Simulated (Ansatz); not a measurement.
## LDA, PBE, PBEsol and r²SCAN on HgSe

```
Hg Se
1.0
     0.00000    3.03600    3.03600
     3.03600    0.00000    3.03600
     3.03600    3.03600    0.00000
Hg Se
1 1
Cartesian
  0.0000 0.0000 0.0000
  4.5540 4.5540 4.5540
```

Atom numbers follow the list: Hg1, Se2.

The cell is COD entry 1538962, as deposited and not checked against the literature; nothing was relaxed.

Spin–orbit coupling is left out, though it moves levels of the heavy atoms by tenths of an eV or more.

One fixed cell is solved with several functionals by frozen-core PAW in Ansatz 0.2.0, scalar-relativistically. A positive pressure means that the functional wants a larger cell.

The PAW files were made with PBE; their cores are remade for each functional.

Numerical set-up: a Γ-centred 9×9×9 k mesh, Fermi–Dirac smearing of 0.02 eV, cutoff 420 eV, no spin polarisation.

Cutoffs: PBE 420 eV, LDA 420 eV, PBEsol 420 eV, r²SCAN 500 eV.

Q: One of the runs gave P (GPa) = -0.25, lowest level at Γ above −25 eV, from the valence-band top or, without a gap, the Fermi level (eV) = -13.59. Which setting was it?
A. LDA
B. r²SCAN
C. PBE
D. PBEsol

A: A. The full set:
```tsv
setting	P (GPa)	lowest level at Γ above −25 eV, from the valence-band top or, without a gap, the Fermi level (eV)
PBE	4.91	-13.51
LDA	-0.25	-13.59
PBEsol	1.67	-13.54
r²SCAN	3.13	-13.99
```
